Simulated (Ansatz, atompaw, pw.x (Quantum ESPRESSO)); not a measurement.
# Equation-of-state test of one PAW (atompaw) potential (Zr (Z = 40))

* Element: zirconium
* Generator: atompaw 4.2.0.5
* Type: PAW
* Functional: PBE
* Relativity: scalar-relativistic
* Frozen core: [Ar] 3d10
* Valence charge: 12
* Reference configuration: 4s2 4p6 4d2 5s2 5p0
* Partial waves: 4s (bound): rc 1.70 bohr; 5s (bound): rc 2.50 bohr; 4p (bound): rc 2.10 bohr; 5p (bound, empty): rc 2.50 bohr; 4d (bound): rc 2.50 bohr; 4d channel at -0.15 Ry: rc 2.50 bohr
* Local potential: vpsmatchnc scheme with l = 3 at 0 Ry, radius 2.05 bohr
* Core correction: smooth core density matched at 1.75 bohr
* Augmentation charge: besselshape compensation charge, radius 2.30 bohr; PAW radius 2.50 bohr; waves and projectors: custom polynom2 7 10 vanderbiltortho

Crystal test: fcc Zr in pw.x 7.5, no spin, 13³ k-points, Fermi–Dirac smearing 0.01 Ry, cutoffs 60/600 Ry. The reference is all-electron LAPW (Ansatz 0.2.0) with the same functional, mesh and smearing; V0 and B0 come from Birch–Murnaghan fits to the pressures at five volumes. Errors are pseudo minus all-electron; Δ is the rms difference of the E(V) curves that follow from these fits, minima aligned, over ±6 % about the mean V0. Mesh and smearing are coarse, so the numbers serve the comparison and aren't converged zero-temperature values; the lattice is a test structure that the element need not adopt.

```csv
V (Å³/atom),P all-electron (GPa),P pseudo (GPa)
22.068,5.32,3.63
22.648,2.68,1.09
23.229,0.31,-1.15
23.810,-1.83,-3.19
24.390,-3.75,-5.05
```

All-electron: a0 = 4.534 Å (V0 = 23.31 Å³/atom), B0 = 89.0 GPa.

Pseudopotential: mean pressure error (GPa): -1.48; a0 (Å): 4.509; a0 error (%): -0.55; B0 error (%): +0.7; Δ (meV/atom): 7.5. This is a poor potential for the solid. The logarithmic derivative shows an extra or strongly shifted pseudo pole above the reference energy (s near 0.29 Ry, p near 1.76 Ry).

Task: At the middle volume, how do free energy and pressure move when the wave cutoff is lowered (ecutrho held at 600 Ry)?

Result:

| cutoff (Ry) | shift of F (meV/atom) | shift of P (GPa) |
| --- | --- | --- |
| 27 | +79.2 | -0.47 |
| 36 | +27.0 | +0.01 |
| 48 | +6.4 | -0.13 |

Input at the middle volume:

```
&control
  calculation='scf', prefix='x', pseudo_dir='./', outdir='./tmp', tstress=.true., disk_io='none'
/
&system
  ibrav=0, nat=1, ntyp=1, ecutwfc=60, ecutrho=600, nbnd=14,
  occupations='smearing', smearing='fd', degauss=0.01
/
&electrons
  conv_thr=1e-09, mixing_beta=0.4, electron_maxstep=70
/
ATOMIC_SPECIES
Zr 1.0 Zr.UPF
CELL_PARAMETERS angstrom
  0.00000000 2.26464521 2.26464521
  2.26464521 0.00000000 2.26464521
  2.26464521 2.26464521 0.00000000
ATOMIC_POSITIONS crystal
Zr 0.0000 0.0000 0.0000
K_POINTS automatic
13 13 13 0 0 0
```

```bash
pw.x < Zr.scf.in > Zr.scf.out
```

Lines of the output:

```
Message from routine setup:
     using ibrav=0 with symmetry is DISCOURAGED, use correct ibrav instead
     lattice parameter (alat)  =       6.0522  a.u.
     unit-cell volume          =     156.7571 (a.u.)^3
     number of electrons       =        12.00
     number of Kohn-Sham states=           14
     kinetic-energy cutoff     =      60.0000  Ry
     charge density cutoff     =     600.0000  Ry
     scf convergence threshold =      1.0E-09
     Exchange-correlation= SLA PW PBX PBC
     number of k points=    84  Fermi-Dirac smearing, width (Ry)=  0.0100
     iteration #  1     ecut=    60.00 Ry     beta= 0.40
     total energy              =    -307.21677719 Ry
     estimated scf accuracy    <       0.02190451 Ry
     iteration #  2     ecut=    60.00 Ry     beta= 0.40
     c_bands:  1 eigenvalues not converged
     total energy              =    -307.21873269 Ry
     estimated scf accuracy    <       0.00235994 Ry
     iteration #  3     ecut=    60.00 Ry     beta= 0.40
     total energy              =    -307.21976137 Ry
     estimated scf accuracy    <       0.00046154 Ry
     iteration #  4     ecut=    60.00 Ry     beta= 0.40
     total energy              =    -307.21981279 Ry
     estimated scf accuracy    <       0.00001807 Ry
     iteration #  5     ecut=    60.00 Ry     beta= 0.40
     total energy              =    -307.21982640 Ry
     estimated scf accuracy    <       0.00000040 Ry
     iteration #  6     ecut=    60.00 Ry     beta= 0.40
     total energy              =    -307.21982693 Ry
     estimated scf accuracy    <       0.00000001 Ry
     iteration #  7     ecut=    60.00 Ry     beta= 0.40
     total energy              =    -307.21982694 Ry
     estimated scf accuracy    <       0.00000002 Ry
     iteration #  8     ecut=    60.00 Ry     beta= 0.40
     the Fermi energy is    13.5338 ev
!    total energy              =    -307.21982694 Ry
     estimated scf accuracy    <          1.9E-10 Ry
     smearing contrib. (-TS)   =      -0.00680899 Ry
     The total energy is F=E-TS. E is the sum of the following terms:
     one-electron contribution =     -15.28380548 Ry
     hartree contribution      =      16.09531940 Ry
     xc contribution           =     -12.12112765 Ry
     ewald contribution        =     -77.13646491 Ry
     one-center paw contrib.   =    -218.76693931 Ry
     convergence has been achieved in   8 iterations
          total   stress  (Ry/bohr**3)                   (kbar)     P=      -11.54
     Message from routine punch:
     Nothing written, as per user request (disk_io='none')
```

The run at the middle volume (84 k-points, 8 iterations) took about 22 s on one core of a shared host (AMD EPYC 7R43 64-Core Processor, 256 threads, 1004 GiB, load 42).
